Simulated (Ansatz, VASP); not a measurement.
**NiHO2 (NiHO2 monolayer): VASP beside Ansatz**

Aim: how closely do two programs agree when they are given the same cell, functional and k mesh? The cell is taken from a series of runs on this material, whose earlier steps may have relaxed, scaled, displaced or heated it; both programs get it as it stands.

Main program and level: Ansatz 0.2.0; plane waves, with VASP 6.6.1 beside it; single point at r2SCAN.

### Step 1. Starting point

The cell holds 8 atoms: 2 Ni, 4 O and 2 H. Its edges and angles: a = 2.979 Å, b = 5.957 Å, c = 17.990 Å, α = 90.0°, β = 90.0°, γ = 120.0°. It derives from NiHO2. One layer cut from the bulk crystal, unrelaxed. Vacuum lies along c.

### Step 2. Ansatz: single point, r2SCAN

Ansatz runs on its default PAW (the set named soft_2) files.

With cell and atoms fixed, the geometry can't cause a difference; cores, projectors, grids and the points listed under the comparison can.

File input.yaml:

```yaml
crystal:
  lattice:
    - [2.978559138, 2.89e-07, 0.0]
    - [-2.978559638, 5.159015472, 0.0]
    - [0.0, 0.0, 17.990392]
  atoms:
    - { symbol: Ni, position: [0.666667, 0.1666665, 0.472014], spin: 2.0 }
    - { symbol: Ni, position: [0.666667, 0.6666665, 0.472014], spin: 2.0 }
    - { symbol: O, position: [3.33e-07, 0.499999834, 0.416889] }
    - { symbol: O, position: [3.33e-07, 0.999999834, 0.416889] }
    - { symbol: O, position: [0.333333667, 0.333333166, 0.528454] }
    - { symbol: O, position: [0.333333667, 0.833333166, 0.528454] }
    - { symbol: H, position: [0.333333667, 0.333333166, 0.583111] }
    - { symbol: H, position: [0.333333667, 0.833333166, 0.583111] }
magnetization:
  spin_polarized: true
kpoints:
  mp_grid: { grid: [14, 7, 1] }
hamiltonian:
  xc: r2scan
scf:
  occupations: { method: fermi_dirac, width: 0.05 }
output:
  eigenvalues: true
```

Run with:

```bash
$ ansatz run input.yaml --threads 4 --pin off --max-ram 8192MiB --backend cpu --events-out ev --progress --plain --runs-dir out
```

Numbers of over 12 decimals in the logs are rounded to 6 here.

What it wrote:

```text
Engine: ansatz 0.2.0, aarch64-unknown-linux-gnu
Pseudopotentials: kind: paw
Pseudopotential: Ni, paw, valence charge 18, recommended cutoff 500 eV (meta_gga), Ni.paw.azcp
Pseudopotential: O, paw, valence charge 6, recommended cutoff 500 eV (meta_gga), O.paw.azcp
Pseudopotential: H, paw, valence charge 1, recommended cutoff 500 eV (meta_gga), H.paw.azcp
Functional definition: r2SCAN
  parameter k0 = 0.174
  parameter k1 = 0.065
  parameter a1 = 4.9479
  exchange = r2scan_x(k0 = k0, k1 = k1, a1 = a1)
  correlation = r2scan_c
Crystal: 8 atoms, lattice volume = 276.448 Å³
Basis set: ecut = 500 eV, 7097 PW (Γ), exchange–correlation on 96×180×540 points (64 copies of the dense FFT grid, shifted against one another)
Bands: 41, of which v1, the nominal top of the filled ones, is band 31 counted from 1 (30 counted from 0)
Symmetry: 4 space group operations
Space group: P3m1 (ITA 156), of the structure as read, at distance tolerance 6.5e-5 Å
Magnetic group: BNS 156.49 (UNI 1279), of the structure as read, at distance tolerance 6.5e-5 Å
k-points: 32 of 98 (time reversal used)
Non-local potential: Ni, projectors of the file, l = 0: 3, l = 1: 2, l = 2: 3, l = 3: 1
Non-local potential: O, projectors of the file, l = 0: 2, l = 1: 2, l = 2: 1
Non-local potential: H, projectors of the file, l = 0: 2, l = 1: 1
PAW form: soft (Blöchl's): semilocal exchange-correlation on the pseudo side does not see the compensation charge
PAW frozen core: Ni, regenerated for the run's functional (the file was generated under x = pbe(κ = 0.804, μ = 0.219515), c = pbe(β = 0.066725))
PAW frozen core: O, regenerated for the run's functional (the file was generated under x = pbe(κ = 0.804, μ = 0.219515), c = pbe(β = 0.066725))
PAW one-centre angular grid: Ni, 590 points (default); XC on 160 Gauss nodes
PAW one-centre angular grid: O, 302 points (default); XC on 160 Gauss nodes
PAW one-centre angular grid: H, 302 points (default); XC on 160 Gauss nodes
Initial density: superposition of atomic densities (neutral atoms: chi_scale 0, normalization atom)
Starting moments: Σ|m| = 4 μB on 2 of 8 sites
Initial wavefunctions: pseudopotential atomic-orbital guess
Functional: x = r2scan, c = r2scan; τ floored in thin density (d = 2e-4 eV/Å³)
SCF iter   1: F=—  HF=-13996.257256 eV  |F-HF|=—  |Δ(HF+E_count)|=         —  Δρ=5.95e-2 (↑4.86e-2 ↓5.95e-2)  dr2=2.71e1  dr2_τ=4.42e-1  dr2_m=2.23e0  M=5.536 μB ∫|m|=5.541 μB  β_m=0.78  ethr=3.10e-3  ⟨swp⟩=7.5  Hψ=11890  notcnv=0  defer=20
Mixer restart at iter 1: flushing history
preconditioner: auto → LDOS  [metal: Δε(μ)=0.008 eV  Ē_g=13.886 eV  σ=0.050 eV  W_gap=0.04  n_scr=32 (ndim 8)  ℏωp=15.1 eV  f_vac=0.697  D(μ)=14.59/eV (n_scr^D=142)]
spin=Collinear: LDOS preconditioning applied to the charge; magnetization (m = ρ↑ − ρ↓) channel mixes plain (no charge-response kernel on spin).
SCF iter   2: F=—  HF=-13993.573997 eV  |F-HF|=—  |Δ(HF+E_count)|=    2.68e0  Δρ=3.67e-2 (↑3.67e-2 ↓3.54e-2)  dr2=1.57e1  dr2_τ=5.95e-2  dr2_m=9.85e-2  M=5.345 μB ∫|m|=5.374 μB  β_m=1.00  ethr=3.10e-3  ⟨swp⟩=3.1  Hψ=5481  notcnv=0  defer=273  κ⁻¹=1.0e0(r=1)
SCF iter   3: F=—  HF=-13992.008111 eV  |F-HF|=—  |Δ(HF+E_count)|=    1.57e0  Δρ=2.55e-2 (↑2.55e-2 ↓1.68e-2)  dr2=4.37e0  dr2_τ=3.61e-2  dr2_m=1.32e-1  M=4.763 μB ∫|m|=4.907 μB  β_m=1.00  ethr=3.10e-3  ⟨swp⟩=3.6  Hψ=5213  notcnv=0  defer=285  κ⁻¹=1.3e-1(r=2)
SCF iter   4: F=—  HF=-13991.320908 eV  |F-HF|=—  |Δ(HF+E_count)|=   6.87e-1  Δρ=6.83e-3 (↑6.65e-3 ↓6.83e-3)  dr2=2.19e-1  dr2_τ=1.83e-2  dr2_m=4.80e-2  M=4.032 μB ∫|m|=4.264 μB  β_m=1.00  ethr=3.10e-3  ⟨swp⟩=3.0  Hψ=5588  notcnv=0  defer=262  κ⁻¹=2.4e-2(r=3)
SCF iter   5: F=—  HF=-13993.149344 eV  |F-HF|=—  |Δ(HF+E_count)|=         —  Δρ=2.99e-2 (↑2.57e-2 ↓2.99e-2)  dr2=1.95e-1  dr2_τ=3.77e-2  dr2_m=1.75e0  M=2.000 μB ∫|m|=2.972 μB  β_m=1.00  ethr=3.54e-4  ⟨swp⟩=2.5  Hψ=5279  notcnv=0  defer=269  κ⁻¹=2.4e-2(r=3)
SCF iter   6: F=—  HF=-13992.814866 eV  |F-HF|=—  |Δ(HF+E_count)|=   3.34e-1  Δρ=8.50e-3 (↑8.50e-3 ↓4.04e-3)  dr2=1.93e-1  dr2_τ=3.71e-3  dr2_m=2.91e-2  M=2.000 μB ∫|m|=2.849 μB  β_m=1.00  ethr=8.06e-5  ⟨swp⟩=3.4  Hψ=6275  notcnv=0  defer=270  κ⁻¹=2.4e-2(r=3)
SCF iter   7: F=—  HF=-13992.737028 eV  |F-HF|=—  |Δ(HF+E_count)|=   7.78e-2  Δρ=2.81e-3 (↑1.48e-3 ↓2.81e-3)  dr2=1.86e-2  dr2_τ=4.66e-4  dr2_m=7.10e-3  M=2.000 μB ∫|m|=2.880 μB  β_m=1.00  ethr=8.06e-5  ⟨swp⟩=3.2  Hψ=5652  notcnv=0  defer=271  κ⁻¹=4.4e-3(r=4)
SCF iter   8: F=—  HF=-13992.748048 eV  |F-HF|=—  |Δ(HF+E_count)|=   1.10e-2  Δρ=1.02e-3 (↑6.70e-4 ↓1.02e-3)  dr2=5.24e-3  dr2_τ=8.91e-5  dr2_m=7.70e-4  M=2.000 μB ∫|m|=2.904 μB  β_m=1.00  ethr=3.00e-5  ⟨swp⟩=2.0  Hψ=5018  notcnv=0  defer=271  κ⁻¹=8.8e-4(r=5)
SCF iter   9: F=—  HF=-13992.748523 eV  |F-HF|=—  |Δ(HF+E_count)|=   4.76e-4  Δρ=3.18e-4 (↑3.10e-4 ↓3.18e-4)  dr2=8.53e-4  dr2_τ=1.64e-5  dr2_m=6.87e-5  M=2.000 μB ∫|m|=2.927 μB  β_m=1.00  ethr=8.46e-6  ⟨swp⟩=2.5  Hψ=4304  notcnv=0  defer=271  κ⁻¹=1.0e-4(r=6)
SCF iter  10: F=—  HF=-13992.748894 eV  |F-HF|=—  |Δ(HF+E_count)|=   3.71e-4  Δρ=1.55e-4 (↑1.55e-4 ↓1.43e-4)  dr2=1.12e-4  dr2_τ=3.57e-6  dr2_m=6.92e-6  M=2.000 μB ∫|m|=2.940 μB  β_m=1.00  ethr=1.38e-6  ⟨swp⟩=2.2  Hψ=4345  notcnv=0  defer=271  κ⁻¹=6.2e-6(r=7)
SCF iter  11: F=—  HF=-13992.749272 eV  |F-HF|=—  |Δ(HF+E_count)|=   3.78e-4  Δρ=6.50e-5 (↑6.50e-5 ↓6.03e-5)  dr2=1.42e-5  dr2_τ=6.28e-7  dr2_m=1.40e-6  M=2.000 μB ∫|m|=2.943 μB  β_m=1.00  ethr=1.81e-7  ⟨swp⟩=2.5  Hψ=5143  notcnv=0  defer=271  κ⁻¹=6.6e-7(r=8)
SCF iter  12: F=—  HF=-13992.749342 eV  |F-HF|=—  |Δ(HF+E_count)|=   7.02e-5  Δρ=3.70e-5 (↑3.02e-5 ↓3.70e-5)  dr2=2.79e-6  dr2_τ=1.32e-7  dr2_m=1.06e-6  M=2.000 μB ∫|m|=2.942 μB  β_m=1.00  ethr=2.28e-8  ⟨swp⟩=2.3  Hψ=4856  notcnv=0  defer=271  κ⁻¹=2.1e-7(r=8)
SCF iter  13: F=—  HF=-13992.749353 eV  |F-HF|=—  |Δ(HF+E_count)|=   1.15e-5  Δρ=1.46e-5 (↑1.46e-5 ↓1.45e-5)  dr2=5.67e-7  dr2_τ=2.29e-8  dr2_m=3.71e-8  M=2.000 μB ∫|m|=2.942 μB  β_m=1.00  ethr=4.50e-9  ⟨swp⟩=2.4  Hψ=4736  notcnv=0  defer=271  κ⁻¹=1.8e-7(r=8)
SCF iter  14: F=—  HF=-13992.749355 eV  |F-HF|=—  |Δ(HF+E_count)|=   1.70e-6  Δρ=8.26e-6 (↑7.96e-6 ↓8.26e-6)  dr2=1.61e-7  dr2_τ=5.10e-9  dr2_m=5.60e-8  M=2.000 μB ∫|m|=2.942 μB  β_m=1.00  ethr=9.14e-10  ⟨swp⟩=2.0  Hψ=4009  notcnv=0  defer=271  κ⁻¹=2.7e-7(r=8)
SCF iter  15: F=—  HF=-13992.749356 eV  |F-HF|=—  |Δ(HF+E_count)|=   3.72e-7  Δρ=3.56e-6 (↑2.97e-6 ↓3.56e-6)  dr2=2.90e-8  dr2_τ=9.43e-10  dr2_m=7.43e-9  M=2.000 μB ∫|m|=2.941 μB  β_m=1.00  ethr=2.59e-10  ⟨swp⟩=2.0  Hψ=4162  notcnv=0  defer=271  κ⁻¹=1.3e-6(r=8)
SCF iter  16: F=—  HF=-13992.749356 eV  |F-HF|=—  |Δ(HF+E_count)|=   1.04e-7  Δρ=1.77e-6 (↑1.77e-6 ↓1.39e-6)  dr2=5.83e-9  dr2_τ=2.00e-10  dr2_m=1.88e-9  M=2.000 μB ∫|m|=2.941 μB  β_m=1.00  ethr=4.68e-11  ⟨swp⟩=2.0  Hψ=4619  notcnv=0  defer=271  κ⁻¹=1.4e-6(r=8)
iter 17 met the thresholds in force, and the SCF goes on: an eigenvalue changes by 10.36 meV, over its tolerance of 10.00 meV (output.eigenvalues, Limitations)
SCF iter  17: F=-13992.749356 eV  HF=-13992.749356 eV  |F-HF|=2.43e-8  |Δ(HF+E_count)|=   6.92e-8  Δρ=1.23e-6 (↑1.23e-6 ↓1.10e-6)  dr2=1.07e-8  dr2_τ=1.10e-10  dr2_m=6.43e-11  M=2.000 μB ∫|m|=2.941 μB  β_m=1.00  ethr=9.41e-12  ⟨swp⟩=15.0  Hψ=14055  notcnv=0  κ⁻¹=1.6e-6(r=8)
SCF iter  18: F=-13992.749356 eV  HF=-13992.749356 eV  |F-HF|=5.70e-9  |Δ(HF+E_count)|=   2.50e-8  Δρ=6.66e-7 (↑6.66e-7 ↓3.25e-7)  dr2=2.37e-9  dr2_τ=2.59e-11  dr2_m=1.45e-10  M=2.000 μB ∫|m|=2.941 μB  ethr=9.41e-12  ⟨swp⟩=3.8  Hψ=9045  notcnv=0
SCF 1 converged in 18 iterations: F = -13992.749356 eV  dr2 = 2.37e-9
  greatest PAW one-centre occupation: 1.002 electrons in one spin orbital (limit 2), on the Ni atom at site 1 (counted from 0), in its partial waves of l = 1
this state was not tested for a lower state beside it, because the mixer in use, unlike msr1, does not test its closes by its own steps (another_mixer; see scf.mixing.algorithm and scf.lower_state_search)
SCF converged after 18 iterations
an eigenvalue changed by more than its tolerance at an iteration that met the thresholds in force, so the SCF went on 1 time: the last check found none over its tolerance
Magnetization: 2.0000 μB (32.0000 up, 30.0000 down)
Absolute magnetization: 2.9492 μB (∫|ρ↑−ρ↓|, with the PAW one-centre terms)
Spin contamination: 0.3396 ħ² per cell (⟨S²⟩ above its minimum at these occupations)
Per-site moments (μB) at R_I (Å): [(1.075342, 0.818870), (1.075342, 0.818870), (-0.177634, 0.818870), (-0.177634, 0.818870), (0.034189, 0.405612), (0.034189, 0.405612), (0.00336394, 0.405612), (0.00336394, 0.405612)]
Free energy (F): -13992.749356 eV
Harris-Foulkes:  -13992.749356 eV  (|F-HF|=5.70e-9)
Internal energy: -13992.729637 eV  (E = F + TS)
E sigma→0 (E₀):  -13992.739497 eV
Entropy (-TS):   -0.019718 eV (-2.465 meV/atom)
Fermi energy:    -1.872960 eV
--- Per-component energies (eV) ---
  E_band       = -1649.168821
  E_kinetic    = 1272.797527
  E_local      = -57861.152455  (includes V_loc(G=0)·N_el)
  E_nonlocal   = 1473.387205
  E_hartree    = 27672.101440
  E_xc         = -461.779905
  E_vxc        = -671.523689  (∫ρ·V_xc dr)
  E_paw        = -3921.262479  (= ΣΔE_a)
  E_vpaw       = -1252.506698  (= ΣTr[D̂ρ^β])
  E_aug_tail   = 0.003557  (compensation charges beyond the density's cutoff)
  E_vtau       = 45.627687  (kinetic-family band-sum trace: ∫τ·v_τ [+ j·A + Jᵃ·Aᵃ] dr)
  E_ewald      = 17833.903372
  E_core_change = -0.727901  (= ΣΔE_core)
  E_smearing   = -0.019718  (= −TS)
  E_closure    = -0.000000  (closes the sum)
  Σ components = -13992.749356   (vs F -13992.749356, Δ=0.00e0)
--- Band table (eV; the first three rows and the last of 64) ---
  k-point 0 ↑: bands = [... 27 lower, -4.1936, -3.6170, -3.0464, -2.1900, -1.3293, -1.0580, -1.0580, -0.3014, ... 6 higher]
  k-point 1 ↑: bands = [... 27 lower, -4.0400, -3.6412, -3.0020, -2.2067, -1.3350, -1.2277, -1.0930, -0.1693, ... 6 higher]
  k-point 2 ↑: bands = [... 27 lower, -3.8485, -3.7004, -2.9594, -2.2387, -1.6434, -1.3428, -1.1794, 0.1944, ... 6 higher]
  k-point 31 ↓: bands = [... 27 lower, -3.4350, -2.8359, -2.8359, -0.0338, -0.0338, 0.1220, 0.1220, 3.6440, ... 6 higher]
```

The column dr2 measures how far the density is from self-consistency, as an energy; F and HF (Harris–Foulkes) agree once it is small.

(Continued in part 2 of 2.)

[Lines on the potential files, build, host, timing and source positions are cut from VASP's logs without a mark.]

[Logs are printed without paths, hosts, clocks, repeated set-up lines and the standing remarks that a program may print on its own settings, such as how far it seeks lower states.]

[Hosts, paths, dates, database ids (printed as entryN), source tags and the programs' standing remarks are cut or masked in the printed files.]
